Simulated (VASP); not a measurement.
BN: relaxation of cell and atoms with PBEsol

The system is BN.

```
CELL_PARAMETERS angstrom
0.00000 1.81300 1.81300
1.81300 0.00000 1.81300
1.81300 1.81300 0.00000
ATOMIC_POSITIONS crystal
B 0.00000 0.00000 0.00000
N 0.25000 0.25000 0.25000
```

The cell is a database's computed one.

```
Program                : VASP 6.6.1
Task                   : relaxation of cell and atoms
Functional             : PBEsol
Potentials or basis    : VASP PAW PBE potentials, release 64 (B, N)
Cutoff                 : 600 eV
k mesh                 : 4 × 4 × 4
Occupations            : gaussian, width 0.02 eV
Spin                   : no spin polarisation
Further INCAR settings : ALGO = Normal; EDIFF = 1e-07; IBRION = 2; EDIFFG = -0.005; NSW = 90; ISIF = 3
```

- Relaxed volume: 5.87 Å³/atom
- Relaxed cell: a = 2.552 Å, b = 2.552 Å, c = 2.552 Å, α = 60.00°, β = 60.00°, γ = 60.00°
- Space group after relaxing (to 0.05 Å): F-43m (No. 216)
- Energy gained by relaxing: 1.4 meV/atom
- Ionic steps: 3
- Pressure after relaxing: 0.0 GPa
- Band gap on the k mesh: 4.25 eV, indirect (least direct gap 8.76 eV)

Step by step:
```csv
step,energy change (eV),largest force (eV/Å),pressure (GPa),volume (Å³)
1,0.0000,0.0000,-5.37,11.92
2,0.0002,0.0000,5.87,11.58
3,-0.0029,0.0000,-0.01,11.75
```

Final structure:
```yaml
crystal:
  lattice:
    - [0.00000, 1.80441, 1.80441]
    - [1.80441, 0.00000, 1.80441]
    - [1.80441, 1.80441, 0.00000]
  atoms:
    - { symbol: B, position: [0.00000, 0.00000, 0.00000] }
    - { symbol: N, position: [0.25000, 0.25000, 0.25000] }
```

Levels at points of the mesh, in eV from the valence-band top:
```tsv
k point	band 2	band 3	band 4	band 5	band 6	band 7
(0.00, 0.00, 0.00)	0.00	0.00	0.00	8.76	8.76	8.76
(0.50, 0.00, 0.00)	-10.85	-1.96	-1.96	10.14	10.62	10.62
(0.50, 0.50, 0.00)	-9.02	-4.98	-4.98	4.25	9.09	17.94
```

Wall time 3.1 s on 1 thread of Intel(R) Xeon(R) 6975P-C (Granite Rapids), with other jobs on the host, peak memory 0.11 GiB.

Caveat: the k mesh is coarse (spacing up to 0.75 Å⁻¹), so the values aren't converged; the PAW data sets were made with another functional, which shifts forces and pressure a little. A k mesh can miss the band edges.
